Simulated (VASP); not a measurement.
# CdS (Greenockite) (P6_3mc) in VASP: a series of runs, part 3 of 3

VASP 6.6.1. Earlier steps stand in the parts before.

### 4 Single point, r2SCAN

This run uses another cell than the first one, of 25.40 Å³/atom, 1.011 times its volume.

Contents of POSCAR:

```
CdS
1.0
    4.1638355949      0.0000000000      0.0000000000
   -2.0819177975      3.6059874024      0.0000000000
    0.0000000000      0.0000000000      6.7660831627
Cd S
2 2
Direct
    0.3333333333      0.6666666667     -0.0009655226
    0.6666666667      0.3333333333      0.4990344774
    0.3333333333      0.6666666667      0.3759655226
    0.6666666667      0.3333333333      0.8759655226
```

Contents of INCAR.step1:

```
SYSTEM = CdS
ALGO = Normal
EDIFF = 1E-4
ENCUT = 520
GGA = PE
ISMEAR = -5
LASPH = .TRUE.
LCHARG = .FALSE.
LREAL = .FALSE.
LWAVE = .TRUE.
NBANDS = 26
NELM = 100
PREC = Accurate
SIGMA = 0.02
```

Contents of INCAR.step2:

```
SYSTEM = CdS
ALGO = Normal
EDIFF = 1E-6
ENCUT = 520
ISIF = 2
ISMEAR = 0
ISTART = 1
LASPH = .TRUE.
LCHARG = .FALSE.
LMIXTAU = .TRUE.
LORBIT = 10
LREAL = .FALSE.
LWAVE = .FALSE.
METAGGA = R2SCAN
NBANDS = 26
NELM = 100
PREC = Accurate
SIGMA = 0.02
```

Contents of KPOINTS:

```
k-points
0
G
  9 9 4
  0 0 0
```

Potentials or basis: VASP PAW PBE potentials, release 64 (Cd, S).

Run with:

```sh
cat potpaw_PBE.64/Cd/POTCAR potpaw_PBE.64/S/POTCAR > POTCAR
cp INCAR.step1 INCAR
mpirun -np 1 vasp_std > vasp.out
cp INCAR.step2 INCAR
mpirun -np 1 vasp_std > vasp.out
```

OUTCAR:

```text
SYSTEM = CdS
   EDIFF = 1E-6
   ENCUT = 520
   ISIF = 2
   ISMEAR = 0
   ISTART = 1
   LASPH = .TRUE.
   LORBIT = 10
   LREAL = .FALSE.
   METAGGA = R2SCAN
   NELM = 100
   PREC = Accurate

 ion  position               nearest neighbor table
   1  0.333  0.667  0.999-   4 2.54   4 2.54   4 2.54   3 2.55
   2  0.667  0.333  0.499-   3 2.54   3 2.54   3 2.54   4 2.55
   3  0.333  0.667  0.376-   2 2.54   2 2.54   2 2.54   1 2.55
   4  0.667  0.333  0.876-   1 2.54   1 2.54   1 2.54   2 2.55

  LATTYP: Found a hexagonal cell.
 ALAT       =     4.1638355949
 C/A-ratio  =     1.6249640526

  Lattice vectors:

 A1 = (   4.1638355949,   0.0000000000,   0.0000000000)
 A2 = (  -2.0819177975,   3.6059874024,   0.0000000000)
 A3 = (   0.0000000000,   0.0000000000,   6.7660831627)

Analysis of symmetry for initial positions (statically):
=====================================================================
 Subroutine PRICEL returns:
 Original cell was already a primitive cell.

 Routine SETGRP: Setting up the symmetry group for a
 hexagonal supercell.

 Subroutine GETGRP returns: Found 12 space group operations
 (whereof  6 operations were pure point group operations)
 out of a pool of 24 trial point group operations.

The static configuration has the point symmetry C_3v.
 The point group associated with its full space group is C_6v.

Analysis of symmetry for dynamics (positions and initial velocities):
=====================================================================
 Subroutine PRICEL returns:
 Original cell was already a primitive cell.

 Routine SETGRP: Setting up the symmetry group for a
 hexagonal supercell.

 Subroutine GETGRP returns: Found 12 space group operations
 (whereof  6 operations were pure point group operations)
 out of a pool of 24 trial point group operations.

The dynamic configuration has the point symmetry C_3v.
 The point group associated with its full space group is C_6v.

 Subroutine INISYM returns: Found 12 space group operations
 (whereof  6 operations are pure point group operations),
 and found     1 'primitive' translations

----------------------------------------------------------------------------------------

                                     Primitive cell

  volume of cell :     101.5910

  direct lattice vectors                    reciprocal lattice vectors
     4.163835595  0.000000000  0.000000000     0.240163181  0.138658277  0.000000000
    -2.081917798  3.605987402  0.000000000     0.000000000  0.277316554  0.000000000
     0.000000000  0.000000000  6.766083163     0.000000000  0.000000000  0.147795996

  length of vectors
     4.163835595  4.163835595  6.766083163     0.277316554  0.277316554  0.147795996

  position of ions in fractional coordinates (direct lattice)
     0.333333333  0.666666667  0.999034477
     0.666666667  0.333333333  0.499034477
     0.333333333  0.666666667  0.375965523
     0.666666667  0.333333333  0.875965523

  ion indices of the primitive-cell ions
   primitive index   ion index
                 1           1
                 2           2
                 3           3
                 4           4

----------------------------------------------------------------------------------------

 KPOINTS: k-points
[... 29 lines left out ...]
  0.444444  0.000000  0.000000      6.000000
  0.111111  0.111111  0.000000      6.000000
[... 16 lines left out ...]
  0.333333  0.222222  0.250000     24.000000
  0.333333  0.333333  0.250000      4.000000
 [... further k-points ...]
   k-points           NKPTS =     36   k-points in BZ     NKDIM =     36   number of bands    NBANDS=     26
   number of dos      NEDOS =    301   number of ions     NIONS =      4
   total plane-waves  NPLWV =  51200
   dimension x,y,z NGX =    32 NGY =   32 NGZ =   50
   dimension x,y,z NGXF=    64 NGYF=   64 NGZF=  100
   ions per type =               2   2
   NGX,Y,Z   is equivalent  to a cutoff of  12.78, 12.78, 12.29 a.u.
   NGXF,Y,Z  is equivalent  to a cutoff of  25.55, 25.55, 24.57 a.u.
 SYSTEM =  CdS
   PREC   = accura    normal or accurate (medium, high low for compatibility)
   ISTART =      1    job   : 0-new  1-cont  2-samecut
   ICHARG =      0    charge: 1-file 2-atom 10-const
   ISPIN  =      1    spin polarized calculation?
   LNONCOLLINEAR =      F non collinear calculations
   LSORBIT =      F    spin-orbit coupling
   LASPH  =      T    aspherical Exc in radial PAW
   ENCUT  =  520.0 eV  38.22 Ry    6.18 a.u.   7.74  7.74 12.58*2*pi/ulx,y,z
   NELM   =    100;   NELMIN=  2; NELMDL=  0     # of ELM steps
   EDIFF  = 0.1E-05   stopping-criterion for ELM
   LREAL  =      F    real-space projection
   EDIFFG = 0.1E-04   stopping-criterion for IOM
   NSW    =      0    number of steps for IOM
   IBRION =     -1    ionic relax: 0-MD 1-quasi-New 2-CG
   NFREE  =      0    steps in history (QN), initial steepest desc. (CG)
   ISIF   =      2    stress and relaxation
   ISYM   =      2    0-nonsym 1-usesym 2-fastsym
   POTIM  = 0.5000    time-step for ionic-motion
   TEBEG  =    0.0;   TEEND  =   0.0 temperature during run
   PSTRESS=    0.0 pullay stress
   NELECT =      36.0000    total number of electrons
   NUPDOWN=      -1.0000    fix difference up-down
   EMIN   =  10.00;   EMAX   =-10.00  energy-range for DOS
   EFERMI =   0.00;   METHOD = LEGACY
   ISMEAR =     0;   SIGMA  =   0.02  broadening in eV -4-tet -1-fermi 0-gaus
   EFERMI_NEDOS =   21; number of points for ismear=-14 and -15
   IALGO  =     38    algorithm
   IMIX   =      4    mixing-type and parameters
     AMIX     =   0.40;   BMIX     =  1.00
     AMIX_MAG =   1.60;   BMIX_MAG =  1.00
  volume/ion in A,a.u.               =      25.40       171.39
  Fermi-wavevector in a.u.,A,eV,Ry     =   1.158486  2.189220 18.260227  1.342089
  Thomas-Fermi vector in A             =   2.295087
   LORBIT       =     10    0 simple, 1 ext, 2 COOP (PROOUT), +10 PAW based schemes
   METAGGA = R2SCAN    functional components
   LHFCALC =     F    Hartree Fock is set to
   AEXX    =    0.0000 exact exchange contribution
   IVDW    =     0    specifies the selected vdW correction
   LEPSILON=     F    determine dielectric tensor
   LRPA    =     F    only Hartree local field effects (RPA)
 non-spin polarized calculation
 Gauss-broadening in eV      SIGMA  =   0.02
  energy-cutoff  :      520.00
  volume of cell :      101.59
 maximum number of plane-waves:      2786
 NGX is ok and might be reduce to    32
   NGX = 15   NGY = 15   NGZ = 25

 number of electron      35.9999998 magnetization

 Free energy of the ion-electron system (eV)
  ---------------------------------------------------
  ext. energy  EPLUGINS =         0.00000000
  ---------------------------------------------------
  free energy    TOTEN  =       -59.38242603 eV

  energy without entropy =      -59.38242603  energy(sigma->0) =      -59.38242603

 E-fermi :   0.9324     XC(G=0):  -9.6108

 val. band max:        0.8467125638   @ k =   0.0000   0.0000   0.0000
 cond. band min:       2.4742651557   @ k =   0.0000   0.0000   0.0000
 fundamental gap:      1.6275525919
 Fermi energy:         0.9324090531

 k-point     1 :       0.0000    0.0000    0.0000
  band No.  band energies     occupation
      1     -11.8842      2.00000
      2     -11.4702      2.00000
      3      -7.0141      2.00000
      4      -7.0095      2.00000
      5      -7.0095      2.00000
      6      -6.9231      2.00000
[... 685 lines left out ...]
     25      10.6107      0.00000
     26      10.9201      0.00000

 [... further k-points ...]
[... 5 lines left out ...]
  --------------------------------------------------------------------------------------
  -------------------------------------------------------------------------------------
  Total        0.1998041      0.1998041      0.2024904     -0.0000000      0.0000000      0.0000000
  in kB        3.1510838      3.1510838      3.1934487     -0.0000000      0.0000000      0.0000000
  external PRESSURE =       3.1652054 kB  Pullay stress =       0.0000000 kB

 VOLUME and BASIS-vectors are now :
 -----------------------------------------------------------------------------
  energy-cutoff  :      520.00
  volume of cell :      101.59
      direct lattice vectors                 reciprocal lattice vectors
     4.163835595  0.000000000  0.000000000     0.240163181  0.138658277  0.000000000
    -2.081917798  3.605987402  0.000000000     0.000000000  0.277316554  0.000000000
     0.000000000  0.000000000  6.766083163     0.000000000  0.000000000  0.147795996

 POSITION                                       TOTAL-FORCE (eV/Angst)
 -----------------------------------------------------------------------------------
     -0.00000      2.40399      6.75955         0.000000     -0.000000     -0.000075
      2.08192      1.20200      3.37651        -0.000000      0.000000     -0.000075
     -0.00000      2.40399      2.54381         0.000000      0.000000      0.000075
      2.08192      1.20200      5.92686        -0.000000      0.000000      0.000075
 -----------------------------------------------------------------------------------
    total drift:                               -0.000000     -0.000000     -0.007688

  FREE ENERGIE OF THE ION-ELECTRON SYSTEM (eV)
  ---------------------------------------------------
  free  energy   TOTEN  =       -59.3824260298 eV

  energy  without entropy=      -59.3824260298  energy(sigma->0) =      -59.38242603

 total charge

# of ion       s       p       d       tot
------------------------------------------
    1        0.400   0.306   9.582  10.288
    2        0.400   0.306   9.582  10.288
    3        1.311   2.425   0.000   3.736
    4        1.311   2.425   0.000   3.736
--------------------------------------------------
tot          3.422   5.462  19.164  28.048
```

Run time: 2 min. Hardware: 1 thread of Intel Xeon 6975P-C (Granite Rapids), shared host; peak memory 0.27 GiB.

What came out:

| Item | Value |
| --- | --- |
| Free energy | -59.3824 eV |
| Pressure | 0.3 GPa |
| Band gap on the k mesh | 1.63 eV, direct |
| Valence electrons inside the program's atomic spheres | Cd 10.29; S 3.74 |

Levels at points of the mesh, in eV from the valence-band top:
| k point | band 14 | band 15 | band 16 | band 17 | band 18 | band 19 | band 20 | band 21 | band 22 | band 23 |
| --- | --- | --- | --- | --- | --- | --- | --- | --- | --- | --- |
| (0.00, 0.00, 0.00) | -0.74 | -0.74 | -0.04 | 0.00 | 0.00 | 1.63 | 3.22 | 6.99 | 6.99 | 7.33 |
| (0.00, 0.00, 0.50) | -2.41 | -0.38 | -0.38 | -0.38 | -0.38 | 3.27 | 3.27 | 6.62 | 6.62 | 7.33 |

Caveat: the PAW data sets were made with another functional, which shifts forces and pressure a little.

### 5 How close it comes

Step 2. Against the measured gap of CdS, 2.5809 eV (quoted in “Isotope dependence of band-gap energy”, 2008, arxiv:0807.2152), the calculated 1.65 eV is off by -0.93 eV. Spin-orbit coupling on Cd is left out. The value is that of r2SCAN, without temperature or zero-point motion.

Step 3. Measured gap of CdS: 2.5809 eV (quoted in “Isotope dependence of band-gap energy”, 2008, arxiv:0807.2152). This calculation gives 1.63 eV (-0.95 eV). Spin-orbit coupling on Cd is left out. The value is that of r2SCAN, without temperature or zero-point motion.

Step 4. A measured gap of CdS is 2.5809 eV (quoted in “Isotope dependence of band-gap energy”, 2008, arxiv:0807.2152); the calculated 1.63 eV misses it by -0.95 eV. Spin-orbit coupling on Cd is left out. The value is that of r2SCAN, without temperature or zero-point motion.
